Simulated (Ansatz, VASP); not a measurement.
# NiO in VASP and in Ansatz

Contents of INCAR:

```
SYSTEM = NiO
ALGO     = Normal         ! electronic algorithm
EDIFF    = 1E-6           ! SCF threshold, eV
ENCUT    = 520            ! plane-wave cutoff, eV
GGA      = PE             ! functional
ISIF     = 2              ! what is computed and relaxed
ISMEAR   = 0              ! smearing method
LASPH    = .True.         ! aspherical terms in the spheres
LCHARG   = .False.        ! write CHGCAR
LREAL    = .False.        ! projectors in reciprocal space
LWAVE    = .False.        ! write WAVECAR
NBANDS   = 15             ! bands
NELM     = 100            ! most SCF steps
PREC     = Accurate       ! precision mode
SIGMA    = 0.05           ! smearing width, eV
```

The input KPOINTS:

```
k-points
0
Gamma
  14 14 14
  0 0 0
```

File POSCAR:

```
NiO
1.0
    0.0000000000      2.0656724582      2.0656724582
    2.0656724582      0.0000000000      2.0656724582
    2.0656724582      2.0656724582      0.0000000000
Ni O
1 1
Direct
    0.0000000000      0.0000000000      0.0000000000
    0.5000000000      0.5000000000      0.5000000000
```

Input for Ansatz:

```yaml
crystal:
  lattice:
    - [0.0, 2.0656724582, 2.0656724582]
    - [2.0656724582, 0.0, 2.0656724582]
    - [2.0656724582, 2.0656724582, 0.0]
  atoms:
    - { symbol: Ni, position: [0.0, 0.0, 0.0] }
    - { symbol: O, position: [0.5, 0.5, 0.5] }
basis:
  ecutwfc: 420
  ecutrho_ratio: 4
kpoints:
  mp_grid: { grid: [14, 14, 14] }
hamiltonian:
  xc: pbe
scf:
  occupations: { method: gaussian, width: 0.05 }
output:
  forces: true
  stress: true
  eigenvalues: true
```

Alike in both runs: task single point; functional PBE; k mesh 14 × 14 × 14; occupations gaussian, width 0.05 eV; no spin polarisation.

|  | VASP | Ansatz |
| --- | --- | --- |
| version | VASP 6.6.1 | Ansatz 0.2.0 |
| potentials or method | VASP PAW PBE potentials, release 64 (Ni, O) | scalar-relativistic, plane waves, PAW |
| plane-wave cutoff (eV) | 520 | 420 |
| valence electrons in the cell | 16 | 24 |

```csv
,VASP,Ansatz,Ansatz less VASP
gap on the k mesh at the Fermi level (eV),none,none,-
pressure (GPa),4.5,4.3,-0.20
```

A gap of «none» marks a metal or a gap that the smearing closes. The two sets of potentials don't hold the same shells in valence.

Caveats: the run has no spin polarisation, though such a crystal can be magnetic; semilocal functionals often make such compounds metallic where correlation or magnetic order opens a gap, which also shifts bond lengths. Spin polarisation is off, so any magnetic state and its effect on volume and gap are missing.
